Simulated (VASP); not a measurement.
Input of a VASP 6.6.1 run:

INCAR

```
  PREC = Accurate
  ENCUT = 520
  EDIFF = 1E-6
  ISMEAR = 0
  SIGMA = 0.02
  LREAL = False
  LASPH = True
  NELM = 60
  ALGO = Normal
  ISIF = 2
  LWAVE = False
  LCHARG = True
  GGA = PE
  LELF = True
  LVHAR = True
```

KPOINTS

```
regular mesh
0
Gamma
  10 10 10
```

The input POSCAR:

```
ZrC
1.0
    0.0000000000      2.3650000000      2.3650000000
    2.3650000000      0.0000000000      2.3650000000
    2.3650000000      2.3650000000      0.0000000000
Zr C
1 1
Direct
    0.5000000000      0.5000000000      0.5000000000
    0.0000000000      0.0000000000      0.0000000000
```

Potentials or basis: VASP PAW PBE potentials, release 54 (Zr_sv, C).

The run is started by

```bash
$ cat potpaw_PBE.54/Zr_sv/POTCAR potpaw_PBE.54/C/POTCAR > POTCAR
$ mpirun -np 1 vasp_std > vasp.out
```

**Question.** Estimate the band gap on the k mesh.

**Answer.** None (metal or under the smearing width).

**Question.** What does it give for the pressure?

**Answer.** -2.7 GPa.
